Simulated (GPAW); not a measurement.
Crystal: V.

```
V
1.0
    -1.51435    1.51435    1.51435
     1.51435   -1.51435    1.51435
     1.51435    1.51435   -1.51435
V
1
Direct
  0.00000 0.00000 0.00000
```

Base run:

| Item | Value |
| --- | --- |
| Program | GPAW 26.7.0 |
| Functional | PBEsol |
| Potentials or basis | PAW data sets generated in the run's folder for this functional |
| Cutoff | 600 eV |
| Basis | pw |
| k mesh | 12 × 12 × 12 |
| Occupations | fermi-dirac, width 0.05 eV |
| Spin | collinear spin, ferromagnetic start |
| Starting moments | [2.0] μB |
| Hubbard terms | V d U = 8 eV |

Its results: pressure 72.8 GPa; net moment 2.78 μB per cell; site moments V +2.51 μB.

Problem. The run is repeated on the same cell with these changes: hubbard terms from V d U = 8 eV to V d U = 4 eV. What comes out?

Solution. Pressure 15.9 GPa; net moment 1.47 μB per cell; site moments V +1.30 μB.

Caveats: the U is typed as a test and isn't derived for this compound; a pressure of tens of GPa on the cell as given is suspect, and the run, the potentials or the cell itself is likely at fault (some runs).
